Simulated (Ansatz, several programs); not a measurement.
CdSe in the h-MgO structure, relaxed with PBE in Ansatz (plane waves, PAW): space group P6_3/mmc (No. 194), hexagonal; conventional cell a = 4.641 Å, c = 6.073 Å, 28.32 Å³ an atom. Cd is surrounded by 5 Se at 2.68–3.04 Å; Se is surrounded by 5 Cd at 2.68–3.04 Å. The cell was then scaled with its shape and fractional coordinates held, which makes it stiffer than a relaxed compression. All values are calculated for a non-magnetic cell, which may be hypothetical.

```
V (Å³/atom)  E (meV/atom)
     26.623         17.20
     27.472          4.07
     28.322          0.00
     30.021         13.60
```

(1) Pass a cubic E = c₀ + c₁u + c₂u² + c₃u³, with u = V − 28.110 Å³, through these points.

(2) Where is the minimum, and what bulk modulus follows?

(3) Predict the energy and the pressure at the withheld volume, 29.172 Å³.

Results:

(1) c₀ = 0.24, c₁ = -2.297, c₂ = 5.572, c₃ = -0.3724 (meV and Å³).

(2) dE/du = 0 at u = +0.211, so V₀ = 28.32 Å³. B = V₀ d²E/dV² = 28.32 × (2c₂ + 6c₃u) = 28.32 × 10.673 = 302 meV/Å³, and 1 meV/Å³ is 0.16022 GPa: 48 GPa. A third-order Birch-Murnaghan fit to all five points gives 28.32 Å³ and 48 GPa.

(3) With u = +1.062: E ≈ 3.64 meV and P = −dE/dV ≈ -1.33 GPa. The run gives 3.59 meV and, from its stress, -1.32 GPa.
